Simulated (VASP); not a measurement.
# Mg (Fm-3m) in VASP: single point with PBE

Aim: the single point of Mg with PBE.

All numbers are computed with VASP 6.6.1; they aren't measurements. Logs are shortened: lines on timing, memory, paths and dates and some standing lists are left out, and cuts for length are marked.

### 1 Starting point

It takes space group Fm-3m (No. 225, cubic). Conventional cell: a = 4.489 Å, b = 4.489 Å, c = 4.489 Å, α = 90.00°, β = 90.00°, γ = 90.00°. Around Mg (site symmetry m-3m) lie 12 Mg at 3.17 Å.

This isn't the form of Mg at room conditions, which is hcp.

### 2 Single point, PBE

The input, INCAR:

```
SYSTEM = Mg
PREC = Accurate
ENCUT = 520
EDIFF = 1E-7
ISMEAR = 0
SIGMA = 0.1
LREAL = .False.
LASPH = .True.
NELM = 80
ALGO = Normal
ISIF = 2
LWAVE = .False.
LCHARG = .False.
GGA = PE
NBANDS = 7
```

The input, KPOINTS:

```
Automatic mesh
0
Gamma
  8 8 8
  0 0 0
```

The input, POSCAR:

```
Mg
1.0
    0.0000000000      2.2442560000      2.2442560000
    2.2442560000      0.0000000000      2.2442560000
    2.2442560000      2.2442560000      0.0000000000
Mg
1
Direct
    0.0000000000      0.0000000000      0.0000000000
```

Potentials or basis: VASP PAW PBE potentials, release 64 (Mg).

Launch:

```
$ cat potpaw_PBE.64/Mg/POTCAR > POTCAR
$ mpirun -np 1 vasp_std > vasp.out
```

OUTCAR:

```text
SYSTEM = Mg
   PREC = Accurate
   ENCUT = 520
   EDIFF = 1E-7
   ISMEAR = 0
   LREAL = .False.
   LASPH = .True.
   NELM = 80
   ISIF = 2
   GGA = PE

 ion  position               nearest neighbor table
   1  0.000  0.000  0.000-

  LATTYP: Found a face centered cubic cell.
 ALAT       =     4.4885120000

  Lattice vectors:

 A1 = (   0.0000000000,   2.2442560000,   2.2442560000)
 A2 = (   2.2442560000,   0.0000000000,   2.2442560000)
 A3 = (   2.2442560000,   2.2442560000,   0.0000000000)

Analysis of symmetry for initial positions (statically):
=====================================================================
 Subroutine PRICEL returns:
 Original cell was already a primitive cell.

 Routine SETGRP: Setting up the symmetry group for a
 face centered cubic supercell.

 Subroutine GETGRP returns: Found 48 space group operations
 (whereof 48 operations were pure point group operations)
 out of a pool of 48 trial point group operations.

The static configuration has the point symmetry O_h .

Analysis of symmetry for dynamics (positions and initial velocities):
=====================================================================
 Subroutine PRICEL returns:
 Original cell was already a primitive cell.

 Routine SETGRP: Setting up the symmetry group for a
 face centered cubic supercell.

 Subroutine GETGRP returns: Found 48 space group operations
 (whereof 48 operations were pure point group operations)
 out of a pool of 48 trial point group operations.

The dynamic configuration has the point symmetry O_h .

 Subroutine INISYM returns: Found 48 space group operations
 (whereof 48 operations are pure point group operations),
 and found     1 'primitive' translations

----------------------------------------------------------------------------------------

                                     Primitive cell

  volume of cell :      22.6072

  direct lattice vectors                    reciprocal lattice vectors
     0.000000000  2.244256000  2.244256000    -0.222790983  0.222790983  0.222790983
     2.244256000  0.000000000  2.244256000     0.222790983 -0.222790983  0.222790983
     2.244256000  2.244256000  0.000000000     0.222790983  0.222790983 -0.222790983

  length of vectors
     3.173857273  3.173857273  3.173857273     0.385885302  0.385885302  0.385885302

  position of ions in fractional coordinates (direct lattice)
     0.000000000  0.000000000  0.000000000

  ion indices of the primitive-cell ions
   primitive index   ion index
                 1           1

----------------------------------------------------------------------------------------

 KPOINTS: Automatic mesh

Automatic generation of k-mesh.
 Grid dimensions read from file:
 generate k-points for:    8    8    8

 Generating k-lattice:

  Cartesian coordinates                     Fractional coordinates (reciprocal lattice)
    -0.027848873  0.027848873  0.027848873     0.125000000  0.000000000  0.000000000
     0.027848873 -0.027848873  0.027848873     0.000000000  0.125000000  0.000000000
     0.027848873  0.027848873 -0.027848873     0.000000000  0.000000000  0.125000000

  Length of vectors
     0.048235663  0.048235663  0.048235663

  Shift w.r.t. Gamma in fractional coordinates (k-lattice)
     0.000000000  0.000000000  0.000000000

 Subroutine IBZKPT returns following result:
 ===========================================

 Found     29 irreducible k-points:

 Following reciprocal coordinates:
            Coordinates               Weight
  0.000000  0.000000  0.000000      1.000000
  0.125000  0.000000  0.000000      8.000000
  0.250000  0.000000  0.000000      8.000000
  0.375000  0.000000  0.000000      8.000000
  0.500000  0.000000  0.000000      4.000000
  0.125000  0.125000  0.000000      6.000000
[... 16 lines left out ...]
  0.500000  0.250000  0.125000     48.000000
 -0.375000  0.250000  0.125000     24.000000
 [... further k-points ...]
   k-points           NKPTS =     29   k-points in BZ     NKDIM =     29   number of bands    NBANDS=      7
   number of dos      NEDOS =    301   number of ions     NIONS =      1
   total plane-waves  NPLWV =  13824
   dimension x,y,z NGX =    24 NGY =   24 NGZ =   24
   dimension x,y,z NGXF=    48 NGYF=   48 NGZF=   48
   ions per type =               1
   NGX,Y,Z   is equivalent  to a cutoff of  12.57, 12.57, 12.57 a.u.
   NGXF,Y,Z  is equivalent  to a cutoff of  25.14, 25.14, 25.14 a.u.
 SYSTEM =  Mg
   PREC   = accura    normal or accurate (medium, high low for compatibility)
   ISTART =      0    job   : 0-new  1-cont  2-samecut
   ICHARG =      2    charge: 1-file 2-atom 10-const
   ISPIN  =      1    spin polarized calculation?
   LNONCOLLINEAR =      F non collinear calculations
   LSORBIT =      F    spin-orbit coupling
   LASPH  =      T    aspherical Exc in radial PAW
   ENCUT  =  520.0 eV  38.22 Ry    6.18 a.u.   5.90  5.90  5.90*2*pi/ulx,y,z
   NELM   =     80;   NELMIN=  2; NELMDL= -5     # of ELM steps
   EDIFF  = 0.1E-06   stopping-criterion for ELM
   LREAL  =      F    real-space projection
   EDIFFG = 0.1E-05   stopping-criterion for IOM
   NSW    =      0    number of steps for IOM
   IBRION =     -1    ionic relax: 0-MD 1-quasi-New 2-CG
   NFREE  =      0    steps in history (QN), initial steepest desc. (CG)
   ISIF   =      2    stress and relaxation
   ISYM   =      2    0-nonsym 1-usesym 2-fastsym
   POTIM  = 0.5000    time-step for ionic-motion
   TEBEG  =    0.0;   TEEND  =   0.0 temperature during run
   PSTRESS=    0.0 pullay stress
   NELECT =       2.0000    total number of electrons
   NUPDOWN=      -1.0000    fix difference up-down
   EMIN   =  10.00;   EMAX   =-10.00  energy-range for DOS
   EFERMI =   0.00;   METHOD = LEGACY
   ISMEAR =     0;   SIGMA  =   0.10  broadening in eV -4-tet -1-fermi 0-gaus
   EFERMI_NEDOS =   21; number of points for ismear=-14 and -15
   IALGO  =     38    algorithm
   IMIX   =      4    mixing-type and parameters
     AMIX     =   0.40;   BMIX     =  1.00
     AMIX_MAG =   1.60;   BMIX_MAG =  1.00
  volume/ion in A,a.u.               =      22.61       152.56
  Fermi-wavevector in a.u.,A,eV,Ry     =   0.729462  1.378483  7.239854  0.532114
  Thomas-Fermi vector in A             =   1.821189
   LORBIT       =      0    0 simple, 1 ext, 2 COOP (PROOUT), +10 PAW based schemes
   GGA     = PE    functional components
   LHFCALC =     F    Hartree Fock is set to
   AEXX    =    0.0000 exact exchange contribution
   IVDW    =     0    specifies the selected vdW correction
   LEPSILON=     F    determine dielectric tensor
   LRPA    =     F    only Hartree local field effects (RPA)
 non-spin polarized calculation
 Gauss-broadening in eV      SIGMA  =   0.10
  energy-cutoff  :      520.00
  volume of cell :       22.61
 maximum number of plane-waves:       620
   NGX = 11   NGY = 11   NGZ = 11

 number of electron       2.0000000 magnetization

 Free energy of the ion-electron system (eV)
  ---------------------------------------------------
  ext. energy  EPLUGINS =         0.00000000
  ---------------------------------------------------
  free energy    TOTEN  =        -1.49350316 eV

  energy without entropy =       -1.48771958  energy(sigma->0) =       -1.49061137

 E-fermi :   2.4246     XC(G=0):  -8.5390

 val. band max:        2.3311054417   @ k =  -0.3750   0.3750   0.1250
 cond. band min:       2.4386657814   @ k =   0.5000   0.1250   0.0000
 fundamental gap:      0.1075603397
 Fermi energy:         2.4246058049

 k-point     1 :       0.0000    0.0000    0.0000
  band No.  band energies     occupation
      1      -4.2847      2.00000
      2      15.1575      0.00000
      3      15.1575      0.00000
      4      15.1575      0.00000
      5      17.1705      0.00000
      6      17.1705      0.00000
      7      17.1705      0.00000

 k-point     2 :       0.1250    0.0000    0.0000
  band No.  band energies     occupation
      1      -3.9340      2.00000
      2      11.6922      0.00000
      3      14.5782      0.00000
      4      14.5782      0.00000
      5      16.9024      0.00000
      6      18.3391      0.00000
      7      18.3391      0.00000

 k-point     3 :       0.2500    0.0000    0.0000
  band No.  band energies     occupation
      1      -2.8899      2.00000
      2       7.6948      0.00000
      3      13.9994      0.00000
      4      13.9994      0.00000
      5      16.3520      0.00000
      6      17.2989      0.00000
      7      17.2989      0.00000

 k-point     4 :       0.3750    0.0000    0.0000
  band No.  band energies     occupation
      1      -1.1754      2.00000
      2       4.1717      0.00000
      3      13.8824      0.00000
      4      13.8824      0.00000
      5      15.6946      0.00000
      6      15.6946      0.00000
      7      16.2097      0.00000

 k-point     5 :       0.5000    0.0000    0.0000
  band No.  band energies     occupation
      1       0.9729      2.00000
      2       1.4178      2.00000
      3      14.0529      0.00000
      4      14.0529      0.00000
      5      14.9439      0.00000
      6      14.9439      0.00000
      7      16.3353      0.00000
[... 161 lines left out ...]
 k-point    22 :       0.3750    0.2500    0.1250
  band No.  band energies     occupation
      1      -1.9714      2.00000
      2       7.9668      0.00000
      3       9.2834      0.00000
      4      12.1982      0.00000
      5      14.7990      0.00000
      6      16.7663      0.00000
      7      18.9561      0.00000

 k-point    23 :       0.5000    0.2500    0.1250
  band No.  band energies     occupation
      1      -0.2751      2.00000
      2       4.9792      0.00000
      3       8.6177      0.00000
      4      10.5154      0.00000
      5      15.4533      0.00000
      6      17.2357      0.00000
      7      19.1267      0.00000

 k-point    24 :      -0.3750    0.2500    0.1250
  band No.  band energies     occupation
      1       1.8260      2.00000
      2       2.3115      1.89029
      3       8.7504      0.00000
      4       9.7218      0.00000
      5      16.0490      0.00000
      6      16.1344      0.00000
      7      22.1215      0.00000

 [... further k-points ...]

------------------------ aborting loop because EDIFF is reached ----------------------------------------

  FORCE on cell =-STRESS in cart. coord.  units (eV):
  Direction    XX          YY          ZZ          XY          YZ          ZX
  --------------------------------------------------------------------------------------
  -------------------------------------------------------------------------------------
  Total        0.1138042      0.1138042      0.1138042      0.0000000      0.0000000     -0.0000000
  in kB        8.0653231      8.0653231      8.0653231      0.0000000      0.0000000     -0.0000000
  external PRESSURE =       8.0653231 kB  Pullay stress =       0.0000000 kB

 VOLUME and BASIS-vectors are now :
 -----------------------------------------------------------------------------
  energy-cutoff  :      520.00
  volume of cell :       22.61
      direct lattice vectors                 reciprocal lattice vectors
     0.000000000  2.244256000  2.244256000    -0.222790983  0.222790983  0.222790983
     2.244256000  0.000000000  2.244256000     0.222790983 -0.222790983  0.222790983
     2.244256000  2.244256000  0.000000000     0.222790983  0.222790983 -0.222790983

 POSITION                                       TOTAL-FORCE (eV/Angst)
 -----------------------------------------------------------------------------------
      0.00000      0.00000      0.00000        -0.000000      0.000000      0.000000
 -----------------------------------------------------------------------------------
    total drift:                               -0.000000      0.000000     -0.000000

  FREE ENERGIE OF THE ION-ELECTRON SYSTEM (eV)
  ---------------------------------------------------
  free  energy   TOTEN  =        -1.4935031578 eV

  energy  without entropy=       -1.4877195768  energy(sigma->0) =       -1.49061137
```

Run time: 4.9 s. Hardware: 1 thread of Intel Xeon Platinum 8375C at 2.90GHz (Ice Lake), shared host; peak memory 0.13 GiB.

What came out:

- Free energy: -1.4935 eV
- Pressure: 0.8 GPa
- Band gap on the k mesh: none (metal or under the smearing width)
